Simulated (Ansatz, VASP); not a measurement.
# Two plane-wave programs on NaH

```
CELL_PARAMETERS angstrom
0.00000 2.44000 2.51320
2.44000 0.00000 2.51320
2.44000 2.44000 0.00000
ATOMIC_POSITIONS crystal
Na 0.00000 0.00000 0.00000
H 0.50000 0.50000 0.50000
```

Change from the starting cell: strain +0.000 along x and y, +0.030 along z, atoms carried along.

Alike in both runs: task single point; functional LDA; k mesh 8 × 8 × 8; occupations gaussian, width 0.05 eV; no spin polarisation.

|  | VASP | Ansatz |
| --- | --- | --- |
| version | VASP 6.6.1 | Ansatz 0.2.0 |
| potentials or method | VASP PAW LDA potentials, release 64 (Na_pv, H) | scalar-relativistic, plane waves, PAW |
| plane-wave cutoff (eV) | 520 | 420 |
| valence electrons in the cell | 8 | 10 |

VASP gave:

| Property | Result |
| --- | --- |
| gap on the k mesh at the Fermi level (eV) | 3.29 |
| least direct gap on the mesh (eV) | 4.20 |
| pressure (GPa) | -3.1 |
| largest component of the traceless stress (GPa) | 0.38 |

Task: What did Ansatz give for the same quantities?

Result: gap on the k mesh at the Fermi level (eV): 3.30; least direct gap on the mesh (eV): 4.21; pressure (GPa): -3.1; largest component of the traceless stress (GPa): 0.38.

The two sets of potentials don't hold the same shells in valence.

A k mesh can miss the band edges.
